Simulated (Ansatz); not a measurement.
# Ru (P6_3/mmc) in Ansatz: notebook

The runs below take Ru through band structure, with PBEsol.

All numbers are computed with Ansatz 0.2.0; they aren't measurements. Logs are shortened: lines on timing, memory, paths and dates and some standing lists are left out, and cuts for length are marked.

## 1. The crystal as given

Symmetry: P6_3/mmc, No. 194, hexagonal system. Conventional cell: a = 2.706 Å, b = 2.706 Å, c = 4.282 Å, α = 90.00°, β = 90.00°, γ = 120.00°. Ru (site symmetry -6m2) has 12 Ru at 2.65 to 2.71 Å as nearest neighbours.

## 2. Band structure, PBEsol

The input, input.yaml:

```yaml
crystal:
  lattice:
    - [2.7058, 0.0, 0.0]
    - [-1.3529, 2.3432915376, 0.0]
    - [0.0, 0.0, 4.2819]
  atoms:
    - { symbol: Ru, position: [0.6666666667, 0.3333333333, 0.75] }
    - { symbol: Ru, position: [0.3333333333, 0.6666666667, 0.25] }
kpoints:
  mp_grid: { grid: [11, 11, 6] }
  band_path:
    path:
      - [0.0, 0.0, 0.0]
      - [0.5, 0.0, 0.0]
      - [0.3333333333, 0.3333333333, 0.0]
      - [0.0, 0.0, 0.0]
      - [0.0, 0.0, 0.5]
      - [0.5, 0.0, 0.5]
      - [0.3333333333, 0.3333333333, 0.5]
      - [0.0, 0.0, 0.5]
    npoints: 6
scf:
  occupations: { method: fermi_dirac, width: 0.05 }
hamiltonian:
  xc: pbesol
  pseudopotentials: { kind: all_electron, lapw: { basis_error: 0.001 } }
output:
  forces: true
  stress: true
  eigenvalues: true
```

Potentials or basis: all-electron LAPW, scalar-relativistic.

Launch:

```
$ ansatz run input.yaml --threads 1 --pin off --max-ram 3072MiB --backend cpu --events-out ev --progress --plain --runs-dir out
```

The log of the run:

```text
Warning: RAYON_NUM_THREADS=1 ignored (pool sized by the plan → 1); use --threads N
LAPW: plane waves up to 8.585 Å⁻¹, error target 1.0e-3 eV per atom; small_component_spin mean_spin; Ru in spheres of 1.325 Å, 26 of its electrons in bands, Dirac shells [] (how accurate: hamiltonian.pseudopotentials.lapw.basis_error, Limitations)
Engine: ansatz 0.2.0, aarch64-unknown-linux-gnu
Pseudopotentials: kind: all_electron
Pseudopotential: Ru, LAPW, valence charge 26, lapw/all_electron/scalar/gaussian/Ru, Koelling and Harmon's equation, gaussian nucleus
Functional definition: PBEsol
  exchange = pbesol_x
  correlation = pbesol_c
Crystal: 2 atoms, lattice volume = 27.149 Å³
Basis set: ecut = 280.83535213457156 eV, 299 PW (Γ), exchange–correlation at level 2
Bands: 32, of which v1, the nominal top of the filled ones, is band 26 counted from 1 (25 counted from 0)
Symmetry: 24 space group operations
Space group: P63/mmc (ITA 194), of the structure as read, at distance tolerance 3.0e-5 Å
k-points: 64 of 726
Non-local potential: Ru, projectors of the file, none
Initial density: superposition of atomic densities (chi_scale 0.1, normalization cell)
Initial wavefunctions: plane waves of lowest kinetic energy (no species holds an atomic orbital)
Functional: x = pbesol(κ = 0.804, μ = 0.12345679012345678), c = pbesol(β = 0.046)
iter 1 solved again at ethr=6.65e-4 eV; its pass at ethr=1.00e-1 eV (dr2=3.46e-1 eV) is discarded
SCF iter   1: F=—  HF=-246467.390152 eV  |F-HF|=—  |Δ(HF+E_count)|=         —  Δρ=5.09e-2  dr2=3.47e-1  ethr=6.65e-4  ⟨swp⟩=2.5  Hψ=13216  notcnv=0
preconditioner: auto → Kerker (q_TF=auto, 3.040 Å⁻¹)  [metal: Δε(μ)=0.072 eV  Ē_g=9.260 eV  σ=0.050 eV  W_gap=0.34  n_scr=10 (ndim 8)  ℏωp=28.5 eV  f_vac=0.000  D(μ)=1.95/eV (n_scr^D=22)]
iter 2 solved again at ethr=4.71e-5 eV; its pass at ethr=6.65e-4 eV (dr2=2.45e-2 eV) is discarded
SCF iter   2: F=—  HF=-246466.078654 eV  |F-HF|=—  |Δ(HF+E_count)|=    1.31e0  Δρ=1.14e-2  dr2=2.45e-2  ethr=4.71e-5  ⟨swp⟩=2.0  Hψ=10609  notcnv=0
SCF iter   3: F=—  HF=-246466.030603 eV  |F-HF|=—  |Δ(HF+E_count)|=   4.81e-2  Δρ=1.09e-2  dr2=2.29e-2  ethr=4.71e-5  ⟨swp⟩=2.0  Hψ=5993  notcnv=0
SCF iter   4: F=—  HF=-246466.024401 eV  |F-HF|=—  |Δ(HF+E_count)|=   6.20e-3  Δρ=4.64e-3  dr2=5.16e-3  ethr=4.40e-5  ⟨swp⟩=2.0  Hψ=5693  notcnv=0
SCF iter   5: F=—  HF=-246466.024319 eV  |F-HF|=—  |Δ(HF+E_count)|=   8.13e-5  Δρ=1.26e-3  dr2=4.39e-4  ethr=9.92e-6  ⟨swp⟩=2.0  Hψ=5974  notcnv=0
SCF iter   6: F=—  HF=-246466.024333 eV  |F-HF|=—  |Δ(HF+E_count)|=   1.36e-5  Δρ=2.13e-4  dr2=1.13e-5  ethr=8.44e-7  ⟨swp⟩=2.0  Hψ=5975  notcnv=0
SCF iter   7: F=—  HF=-246466.024328 eV  |F-HF|=—  |Δ(HF+E_count)|=   4.61e-6  Δρ=4.32e-5  dr2=4.51e-7  ethr=2.17e-8  ⟨swp⟩=2.0  Hψ=5975  notcnv=0
SCF iter   8: F=—  HF=-246466.024328 eV  |F-HF|=—  |Δ(HF+E_count)|=   2.99e-7  Δρ=1.20e-5  dr2=4.08e-8  ethr=8.67e-10  ⟨swp⟩=2.0  Hψ=5976  notcnv=0
SCF iter   9: F=-246466.024328 eV  HF=-246466.024328 eV  |F-HF|=7.04e-9  |Δ(HF+E_count)|=   3.69e-8  Δρ=4.30e-6  dr2=3.79e-9  ethr=7.84e-11  ⟨swp⟩=2.1  Hψ=5986  notcnv=0
SCF 1 converged in 9 iterations: F = -246466.024328 eV  dr2 = 3.79e-9
NSCF: frozen V_eff on 43 k-points
SCF converged after 9 iterations
Free energy (F): -246466.024328 eV
Harris-Foulkes:  -246466.024328 eV  (|F-HF|=7.04e-9)
Internal energy: -246466.007530 eV  (E = F + TS)
E sigma→0 (E₀):  -246466.015929 eV
Entropy (-TS):   -0.016798 eV (-8.399 meV/atom)
Fermi energy:    25.554927 eV
--- Per-component energies (eV) ---
  E_band       = -4921.782102
  E_kinetic    = 256270.799169
  E_xc         = -7156.463550
  E_electrostatic = -495580.343148  (all electrons and nuclei)
  E_smearing   = -0.016798  (= −TS)
  E_closure    = 0.000000  (closes the sum)
  E_atoms      = -246445.692274  (free atoms, spherical and without spin; not in F)
  Σ components = -246466.024328   (vs F -246466.024328, Δ=0.00e0)
  Basis errors (estimates in eV, not in F): energy 2.0e-4 per atom: plane waves 1.9e-4 (9.6e-5 summed), levels above the bands 9.3e-103, relativity 2.3e-8, radial functions 1.4e-5, core shells 1.3e-6; eigenvalues (radial functions only) 1.6e-6; not estimated: angular momenta, meshes, grids; target (lapw.basis_error) 1.0e-3; muffin-tin radii Ru 1.325 Å
--- Forces (eV/Å), atoms counted from 1 ---
  atom   1  Ru     0.00000000     0.00000000    -0.00000000
  atom   2  Ru     0.00000000    -0.00000000     0.00000000
  max |Σ_I F_I| component: 4.63e-18 eV/Å
--- Stress (GPa, compression-positive) ---
       -6.044450       0.000000      -0.000000
        0.000000      -6.044450      -0.000000
       -0.000000      -0.000000      -6.600640
  P = ⅓ Tr σ = -6.2298 GPa (-62.298 kbar)
--- Band table (eV; the first three rows and the last of 64) ---
  k-point 0: bands = ["-244.1928", "-244.1928", "-244.1836", "-244.1836", "-244.1836", "-244.1836", "-244.1799", "-244.1799", "-244.1799", "-244.1799", "-47.4302", "-47.2241", "-17.9438", "-17.0013", "-17.0013", "-16.8297", "-16.8297", "-16.7880", "17.5630", "19.3822", "23.0176", "23.0176", "23.1924", "23.7040", "23.7040", "24.2340", "24.2340", "26.8221", "26.8221", "26.8526", "35.8910", "40.3739"]
  k-point 1: bands = ["-244.1928", "-244.1928", "-244.1836", "-244.1836", "-244.1836", "-244.1836", "-244.1799", "-244.1799", "-244.1799", "-244.1799", "-47.4166", "-47.2381", "-17.8697", "-16.9899", "-16.9899", "-16.8691", "-16.8413", "-16.8413", "17.8707", "19.4804", "22.8662", "22.8662", "23.0427", "23.5288", "23.5288", "24.6286", "24.6286", "25.8996", "26.8295", "26.8295", "37.1642", "39.8754"]
  k-point 2: bands = ["-244.1928", "-244.1928", "-244.1836", "-244.1836", "-244.1836", "-244.1836", "-244.1799", "-244.1799", "-244.1799", "-244.1799", "-47.3793", "-47.2762", "-17.6652", "-17.0879", "-16.9587", "-16.9587", "-16.8729", "-16.8729", "18.6797", "19.6660", "22.7446", "22.7446", "22.7491", "23.1619", "23.1619", "24.1184", "25.4109", "25.4109", "26.6796", "26.6796", "39.5701", "39.7428"]
  k-point 63: bands = ["-244.1928", "-244.1928", "-244.1836", "-244.1836", "-244.1836", "-244.1836", "-244.1799", "-244.1799", "-244.1799", "-244.1799", "-47.2088", "-47.2088", "-17.7167", "-17.7167", "-17.4077", "-17.4077", "-16.9892", "-16.9892", "20.7098", "20.7098", "21.6164", "21.6164", "22.8819", "22.8819", "24.5237", "24.5237", "26.9165", "26.9165", "33.3503", "33.3503", "36.4533", "36.4533"]
```

It took 26 s on 1 thread of Arm Neoverse V1, shared host; peak memory 0.36 GiB.

What came out:

```yaml
Free_energy: -246466.0243 eV
Pressure: -6.2 GPa
Band_gap_along_the_path: none (metal or under the smearing width)
```

Levels at the corners of the path, in eV from the Fermi level:
| point | band 23 | band 24 | band 25 | band 26 | band 27 | band 28 | band 29 | band 30 |
| --- | --- | --- | --- | --- | --- | --- | --- | --- |
| Γ | -2.36 | -1.85 | -1.85 | -1.32 | -1.32 | 1.27 | 1.27 | 1.30 |
| M | -2.02 | -1.76 | -1.46 | 1.51 | 1.93 | 2.01 | 4.13 | 6.17 |
| K | -2.79 | -2.79 | -1.01 | 1.09 | 1.09 | 1.53 | 7.06 | 7.25 |
| Γ | -2.36 | -1.85 | -1.85 | -1.32 | -1.32 | 1.27 | 1.27 | 1.30 |
| A | -2.70 | -2.70 | -2.67 | -2.67 | 0.63 | 0.63 | 0.63 | 0.63 |
| L | -0.99 | -0.99 | 0.50 | 0.50 | 1.77 | 1.77 | 3.44 | 3.44 |
| H | -2.67 | -2.67 | -1.12 | -1.12 | 1.31 | 1.31 | 8.48 | 8.48 |
| A | -2.70 | -2.70 | -2.67 | -2.67 | 0.63 | 0.63 | 0.63 | 0.63 |

## 3. Band structure, PBEsol

Changes to input.yaml since step 2:

```diff
@@ -25,3 +25,6 @@
   xc: pbesol
-  pseudopotentials: { kind: all_electron, lapw: { basis_error: 0.001 } }
+  pseudopotentials:
+    kind: all_electron
+    lapw: { basis_error: 0.001 }
+    relativity: none
 output:
```

Potentials or basis: all-electron LAPW, non-relativistic.

Launch:

```
$ ansatz run input.yaml --threads 1 --pin off --max-ram 3072MiB --backend cpu --events-out ev --progress --plain --runs-dir out
```

Run time: 29 s. Hardware: 1 thread of Arm Neoverse V1, shared host; peak memory 0.38 GiB.

The run converged. Its results:

```
Free energy             : -241708.6770 eV
Pressure                : 2.2 GPa
Band gap along the path : none (metal or under the smearing width)
```

Stress tensor (GPa, compression positive):
```
2.00 0.00 0.00
0.00 2.00 0.00
0.00 0.00 2.50
```

Levels at the corners of the path, in eV from the Fermi level:
| point | band 30 | band 31 | band 32 | band 33 | band 34 | band 35 |
| --- | --- | --- | --- | --- | --- | --- |
| Γ | -1.87 | -1.87 | -1.35 | -1.35 | 1.19 | 1.19 |
| M | -1.45 | -1.42 | 1.42 | 1.83 | 1.91 | 4.31 |
| K | -2.73 | -0.99 | 1.01 | 1.01 | 1.44 | 7.30 |
| Γ | -1.87 | -1.87 | -1.35 | -1.35 | 1.19 | 1.19 |
| A | -2.72 | -2.38 | -2.38 | 0.56 | 0.56 | 0.56 |
| L | -1.01 | 0.64 | 0.64 | 1.67 | 1.67 | 3.75 |
| H | -2.54 | -1.14 | -1.14 | 1.25 | 1.25 | 8.82 |
| A | -2.72 | -2.38 | -2.38 | 0.56 | 0.56 | 0.56 |

Caveat: relativity is left out, which matters for the heavier elements.

## 4. Band structure, PBEsol

Changes to input.yaml since step 3:

```diff
@@ -25,6 +25,3 @@
   xc: pbesol
-  pseudopotentials:
-    kind: all_electron
-    lapw: { basis_error: 0.001 }
-    relativity: none
+  pseudopotentials: { kind: all_electron, datasets: crystal }
 output:
```

Potentials or basis: all-electron PAW datasets made for the crystal.

Launch:

```
$ ansatz run input.yaml --threads 1 --pin off --max-ram 3072MiB --backend cpu --events-out ev --progress --plain --runs-dir out
```

Run time: 14 s. Hardware: 1 thread of Arm Neoverse V1, shared host; peak memory 0.44 GiB.

It converged, with:

| Quantity | Value |
| --- | --- |
| Free energy | -246466.0245 eV |
| Pressure | -6.2 GPa |
| Band gap along the path | none (metal or under the smearing width) |

Stress tensor (GPa, compression positive):
```
-6.05  0.00  0.00
 0.00 -6.05  0.00
 0.00  0.00 -6.60
```

Levels at the corners of the path, in eV from the Fermi level:
```tsv
point	band 6	band 7	band 8	band 9	band 10	band 11
Γ	-1.85	-1.85	-1.32	-1.32	1.27	1.27
M	-1.76	-1.46	1.51	1.93	2.01	4.13
K	-2.79	-1.01	1.09	1.09	1.53	7.06
Γ	-1.85	-1.85	-1.32	-1.32	1.27	1.27
A	-2.70	-2.67	-2.67	0.63	0.63	0.63
L	-0.99	0.50	0.50	1.77	1.77	3.44
H	-2.67	-1.12	-1.12	1.31	1.31	8.48
A	-2.70	-2.67	-2.67	0.63	0.63	0.63
```

## 5. Band structure, PBEsol

Changes to input.yaml since step 4:

```diff
@@ -25,3 +25,6 @@
   xc: pbesol
-  pseudopotentials: { kind: all_electron, datasets: crystal }
+  pseudopotentials:
+    kind: all_electron
+    lapw: { basis_error: 0.001 }
+    dirac_shells: { Ru: ["3p", "3d"] }
 output:
```

Potentials or basis: all-electron LAPW, inner shells corrected to Dirac's equation.

Launch:

```
$ ansatz run input.yaml --threads 1 --pin off --max-ram 3072MiB --backend cpu --events-out ev --progress --plain --runs-dir out
```

Wall time 26 s (1 thread of Arm Neoverse V1, shared host); peak memory 0.36 GiB.

The run converged. Its results:

```
Free energy             : -246507.9670 eV
Pressure                : -6.2 GPa
Band gap along the path : none (metal or under the smearing width)
```

Stress tensor (GPa, compression positive):
```
-6.02  0.00  0.00
 0.00 -6.02  0.00
 0.00  0.00 -6.57
```

Levels at the corners of the path, in eV from the Fermi level:
| point | band 24 | band 25 | band 26 | band 27 | band 28 | band 29 |
| --- | --- | --- | --- | --- | --- | --- |
| Γ | -1.85 | -1.85 | -1.32 | -1.32 | 1.27 | 1.27 |
| M | -1.76 | -1.46 | 1.51 | 1.93 | 2.01 | 4.13 |
| K | -2.79 | -1.01 | 1.09 | 1.09 | 1.53 | 7.06 |
| Γ | -1.85 | -1.85 | -1.32 | -1.32 | 1.27 | 1.27 |
| A | -2.70 | -2.67 | -2.67 | 0.63 | 0.63 | 0.63 |
| L | -0.99 | 0.50 | 0.50 | 1.77 | 1.77 | 3.44 |
| H | -2.67 | -1.12 | -1.12 | 1.31 | 1.31 | 8.48 |
| A | -2.70 | -2.67 | -2.67 | 0.63 | 0.63 | 0.63 |

## 6. Summary

```csv
potentials or basis,cutoff (eV),basis error allowed,pressure (GPa)
"all-electron LAPW, scalar-relativistic",281,0.001 eV/atom,-6.2
"all-electron LAPW, non-relativistic",282,0.001 eV/atom,2.2
all-electron PAW datasets made for the crystal,320,-,-6.2
"all-electron LAPW, inner shells corrected to Dirac's equation",281,0.001 eV/atom,-6.2
```

Alike in all rows: task band structure; level PBEsol; no spin polarisation; cell as given; k mesh 11 × 11 × 6; smearing fermi-dirac 0.05 eV.

Caveats: relativity is left out, which matters for the heavier elements (some runs).

Compare energies only between runs with the same functional and basis.
